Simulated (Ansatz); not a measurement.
# The bulk modulus of NbN from a series of volumes

Reference cell: an entry of the Crystallography Open Database (COD), whose atoms a relaxation with PBE at fixed cell left in place.

```
Nb N
1.0
     0.00000    2.19450    2.19450
     2.19450    0.00000    2.19450
     2.19450    2.19450    0.00000
Nb N
1 1
Direct
  0.50000 0.50000 0.50000
  0.00000 0.00000 0.00000
```

Sites (sets of like atoms) are named by element and the number of their first atom in this list.

The numbers come from a DFT calculation in Ansatz (PBE, plane waves and PAW, scalar-relativistic, collinear spin, 420 eV cutoff, Γ-centred 18×18×18 k-points, Fermi–Dirac smearing 0.05 eV). Start moments as typed (μB): 2 on each Nb, none on the rest.

The cell is scaled uniformly, and the ions relax again at each size.

| V/V₀ | pressure (GPa) |
| --- | --- |
| 0.94 | 31.0 |
| 0.96 | 22.1 |
| 0.98 | 14.2 |
| 1.00 | 7.1 |
| 1.02 | 0.7 |
| 1.04 | -5.1 |
| 1.06 | ? |

(1) Estimate the row at V/V₀ = 1.06, the equilibrium volume and the bulk modulus.

Results:

(1) pressure (GPa): -10.3. Worked: a parabola in ln(V/V₀) through the other 6 rows gives -10.1 GPa there. It crosses zero pressure at V/V₀ = 1.022, the equilibrium volume of this functional, where the bulk modulus is B = −dP/d ln V = 306 GPa.

The start moments die out, and the run ends without spin.
